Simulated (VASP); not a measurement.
A calculation with VASP 6.6.1 of Pb (native input, structure from a POSCAR):

The input INCAR:

```
  PREC = Accurate
  ENCUT = 520
  EDIFF = 1E-6
  ISMEAR = 0
  SIGMA = 0.1
  LREAL = F
  LASPH = T
  NELM = 80
  ALGO = Normal
  ISIF = 2
  LWAVE = F
  LCHARG = F
  GGA = RP
  NBANDS = 21
```

The input KPOINTS:

```
regular mesh
0
Gamma
  9 9 5
```

The input POSCAR:

```
Pb
3.48
    1.000000000000      0.000000000000      0.000000000000
   -0.500000000000      0.866025403793      0.000000000000
    0.000000000000      0.000000000000      1.606321839080
Pb
2
Direct
    0.6666666667      0.3333333333      0.7500000000
    0.3333333333      0.6666666667      0.2500000000
```

Potentials or basis: VASP PAW PBE potentials, release 54 (Pb_d).

Launch:

```console
$ cat potpaw_PBE.54/Pb_d/POTCAR > POTCAR
$ mpirun -np 1 vasp_std > vasp.out
```

This isn't the form of Pb at room conditions, which is fcc.

Problem. Write the same calculation in another form: ASE script, structure from a P1 CIF.

Solution. As run:

Contents of run.py:

```python
from ase.calculators.vasp import Vasp
from ase.dft.bandgap import bandgap
from ase.io import read

atoms = read('Pb.cif')
calc = Vasp(
    directory='calc',
    xc='rpbe',
    pp='PBE',
    setups='recommended',
    pp_version='54',
    prec='Accurate',
    encut=520,
    ediff=1e-07,
    ismear=0,
    sigma=0.1,
    lreal=False,
    lasph=True,
    nelm=100,
    algo='Normal',
    isif=2,
    lwave=False,
    lcharg=False,
    kpts=[9, 9, 5],
    gamma=True,
    nbands=21,
)
atoms.calc = calc

print('energy (eV):', atoms.get_potential_energy())
print('free energy (eV):', atoms.get_potential_energy(force_consistent=True))
print('forces (eV/A):')
print(atoms.get_forces())
print('stress (eV/A^3, Voigt):', atoms.get_stress())
print('Fermi level (eV):', calc.get_fermi_level())
gap, top, bottom = bandgap(calc)
print('band gap (eV):', gap, 'from (spin, k, band)', top, 'to', bottom)
```

The input Pb.cif:

```cif
data_Pb
_cell_length_a 3.48000000
_cell_length_b 3.48000000
_cell_length_c 5.59000000
_cell_angle_alpha 90.00000000
_cell_angle_beta 90.00000000
_cell_angle_gamma 120.00000000
_space_group_name_H-M_alt 'P1'
_space_group_name_Hall 'P 1'
_space_group_IT_number 1
loop_
_space_group_symop_operation_xyz
'x,y,z'
loop_
_atom_site_label
_atom_site_type_symbol
_atom_site_symmetry_multiplicity
_atom_site_Wyckoff_symbol
_atom_site_fract_x
_atom_site_fract_y
_atom_site_fract_z
_atom_site_occupancy
Pb1 Pb 1 a 0.6666666667 0.3333333333 0.7500000000 1
Pb2 Pb 1 a 0.3333333333 0.6666666667 0.2500000000 1
```

Potentials or basis: VASP PAW PBE potentials, release 54 (Pb_d).

Run with:

```console
$ python run.py
```

Both were run:

|  | native input, structure from a POSCAR | ASE script, structure from a P1 CIF |
| --- | --- | --- |
| Pressure | 5.7 GPa | 5.7 GPa |
| Band gap on the k mesh | none (metal or under the smearing width) | none (metal or under the smearing width) |

Keys that steer only the numerical path or the files written may differ.

Caveat: the PAW data sets were made with another functional, which shifts forces and pressure a little.
